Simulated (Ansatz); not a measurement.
**Phases of Ag at 790 GPa**

Structure types of Ag are relaxed in primitive cells with their symmetry kept at 790 GPa, first on PAW files, then by LAPW. The enthalpy is E + pV at zero temperature, without zero-point motion. Only the types listed were tried, and differences under about 5 meV/atom are mesh noise.

Computed with Ansatz 0.2.0; functional PBE, scalar-relativistic. Settings: Fermi–Dirac smearing of 0.08 eV, no spin polarisation. Methods: LAPW: all electrons, basis error target 0.5 meV/atom; PAW: frozen-core files, cutoff 420 eV.

k meshes: fcc 21×21×21, bcc 22×22×22, hcp 20×20×11, sc 19×19×19, beta tin 20×20×20, diamond 16×16×16.

**Question.** Which type is lowest in enthalpy, and by how much?

**Answer.** fcc, 7 meV/atom below hcp. The whole table:

```json
{"start type": "fcc", "ends as": "fcc, Fm-3m", "a, b, c (Å)": "3.128, 3.128, 3.128", "V (Å³/atom)": "7.65", "H − H(lowest), LAPW (meV/atom)": "0.0", "same, PAW": "0.0"}
{"start type": "bcc", "ends as": "bcc, Im-3m", "a, b, c (Å)": "2.483, 2.483, 2.483", "V (Å³/atom)": "7.66", "H − H(lowest), LAPW (meV/atom)": "105.5", "same, PAW": "104.1"}
{"start type": "hcp", "ends as": "hcp, P6_3/mmc", "a, b, c (Å)": "2.208, 2.208, 3.624", "V (Å³/atom)": "7.65", "H − H(lowest), LAPW (meV/atom)": "6.9", "same, PAW": "6.9"}
{"start type": "sc", "ends as": "sc, Pm-3m", "a, b, c (Å)": "2.014, 2.014, 2.014", "V (Å³/atom)": "8.16", "H − H(lowest), LAPW (meV/atom)": "4444.2", "same, PAW": "4432.6"}
{"start type": "beta tin", "ends as": "beta tin, I4_1/amd", "a, b, c (Å)": "3.912, 3.912, 2.079", "V (Å³/atom)": "7.96", "H − H(lowest), LAPW (meV/atom)": "2770.1", "same, PAW": "2762.6"}
{"start type": "diamond", "ends as": "diamond, Fd-3m", "a, b, c (Å)": "4.220, 4.220, 4.220", "V (Å³/atom)": "9.40", "H − H(lowest), LAPW (meV/atom)": "14924.0", "same, PAW": "14884.0"}
```
